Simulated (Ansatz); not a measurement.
# Step by step: Rb, relaxation of cell and atoms

The calculation used Ansatz 0.2.0, DFT, PBE, PAW with Ansatz's default frozen-core files, scalar-relativistic.

Command: `ansatz run input.yaml --threads 1 --pin off --max-ram 2048MiB --backend cpu --events-out ev --progress --plain --runs-dir out` The run took about 10 s on 1 thread of a shared machine.

```yaml
crystal:
  lattice:
    - [0.0, 2.5553258337, 2.5553258337]
    - [2.5553258337, 0.0, 2.5553258337]
    - [2.5553258337, 2.5553258337, 0.0]
  atoms:
    - { symbol: Rb, position: [0.0, 0.0, 0.0] }
kpoints:
  mp_grid: { grid: [11, 11, 11] }
scf:
  occupations: { method: fermi_dirac, width: 0.03 }
hamiltonian:
  xc: pbe
  pseudopotentials: { kind: paw }
output:
  forces: true
  stress: true
relax:
  f_tol: 0.005
  max_steps: 80
  cell: {}
```

The cell is built from the fcc type as a first guess.

The cutoff is 420 eV; energies and pressures of the walk include the program's estimate of the Pulay term.

Each frame lists the cell vectors (Å), then Cartesian positions (Å); symmetry keeps all forces zero. Free energies count from the first step, -3266.0539 eV.

The walk took 13 evaluations in all; steps that aren't listed are left out.

Step 1: E = 0.0 meV, P = 13.69 GPa

```
cell 0.0000 2.5553 2.5553 2.5553 0.0000 2.5553 2.5553 2.5553 0.0000
Rb    0.0000    0.0000    0.0000
```

Step 2: E = -380.4 meV, P = 10.37 GPa

```
cell 0.0000 2.6799 2.6799 2.6799 0.0000 2.6799 2.6799 2.6799 0.0000
Rb    0.0000    0.0000    0.0000
```

Step 3: E = -682.9 meV, P = 7.09 GPa

```
cell 0.0000 2.8045 2.8045 2.8045 0.0000 2.8045 2.8045 2.8045 0.0000
Rb    0.0000    0.0000    0.0000
```

Step 4: E = -907.2 meV, P = 4.76 GPa

```
cell 0.0000 2.9290 2.9290 2.9290 0.0000 2.9290 2.9290 2.9290 0.0000
Rb    0.0000    0.0000    0.0000
```

Step 5: E = -1070.5 meV, P = 3.00 GPa

```
cell 0.0000 3.0568 3.0568 3.0568 0.0000 3.0568 3.0568 3.0568 0.0000
Rb    0.0000    0.0000    0.0000
```

Step 6: E = -1177.1 meV, P = 1.78 GPa

```
cell 0.0000 3.1814 3.1814 3.1814 0.0000 3.1814 3.1814 3.1814 0.0000
Rb    0.0000    0.0000    0.0000
```

Step 7: E = -1241.1 meV, P = 0.82 GPa

```
cell 0.0000 3.3091 3.3091 3.3091 0.0000 3.3091 3.3091 3.3091 0.0000
Rb    0.0000    0.0000    0.0000
```

Step 8: E = -1263.5 meV, P = 0.05 GPa

```
cell 0.0000 3.4356 3.4356 3.4356 0.0000 3.4356 3.4356 3.4356 0.0000
Rb    0.0000    0.0000    0.0000
```

Step 9: E = -1263.6 meV, P = 0.00 GPa

```
cell 0.0000 3.4443 3.4443 3.4443 0.0000 3.4443 3.4443 3.4443 0.0000
Rb    0.0000    0.0000    0.0000
```

Step 10: E = -1286.5 meV, P = 0.38 GPa (the cell of the step before, solved again on a basis chosen afresh, hence the jump)

Step 11: E = -1294.6 meV, P = 0.16 GPa

```
cell 0.0000 3.5119 3.5119 3.5119 0.0000 3.5119 3.5119 3.5119 0.0000
Rb    0.0000    0.0000    0.0000
```

Problem. How does the relaxation end?

Solution. It converges, with a = 7.152 Å, b = 7.152 Å, c = 7.152 Å, α = 90.00°, β = 90.00°, γ = 90.00° (conventional cell, space group Fm-3m). The last solve (on a basis chosen afresh for the final cell, so its energy is not quite comparable) gives E = -1296.8 meV, P = 0.00 GPa:
```
cell 0.0000 3.5758 3.5758 3.5758 0.0000 3.5758 3.5758 3.5758 0.0000
Rb    0.0000    0.0000    0.0000
```
